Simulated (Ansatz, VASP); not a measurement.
SnO in VASP and in Ansatz

```xyz
4
Lattice="3.3550 0.0000 0.0000 0.0000 5.6741 0.0000 0.0000 0.0000 4.2220" Properties=species:S:1:pos:R:3 pbc="T T T"
Sn    0.0000    1.3159    2.1665
Sn    1.6775    4.3582    0.0555
O     0.0000    5.0570    3.1110
O     1.6775    0.6171    1.0000
```

The cell comes from a database or a generator and needn't be the stable form of this composition.

Alike in both runs: task single point; functional r2SCAN; dispersion D3(BJ); k mesh 3 × 2 × 3; no spin polarisation.

|  | VASP | Ansatz |
| --- | --- | --- |
| version | VASP 6.6.1 | Ansatz 0.2.0 |
| potentials or method | VASP PAW PBE potentials, release 64 (Sn_d, O) | plane waves, PAW |
| plane-wave cutoff (eV) | 520 | 500 |
| occupations | gaussian, width 0.01 eV | fixed |
| valence electrons in the cell | 40 | 40 |

```csv
,VASP,Ansatz,Ansatz less VASP
gap on the k mesh at the Fermi level (eV),1.94,1.95,+0.013
dispersion energy (meV/atom),-96.1,-96.1,-0.05
```

Ansatz warned: «dispersion_damping_borrowed».

Caveats: the k mesh is coarse (spacing up to 0.62 Å⁻¹), so the values aren't converged; spin-orbit coupling is left out, which moves the levels of the heavy elements; an odd mesh through Γ misses points on the zone boundary, where band edges often lie. r2SCAN opens gaps a little over a GGA but as a rule still falls short of measured ones.
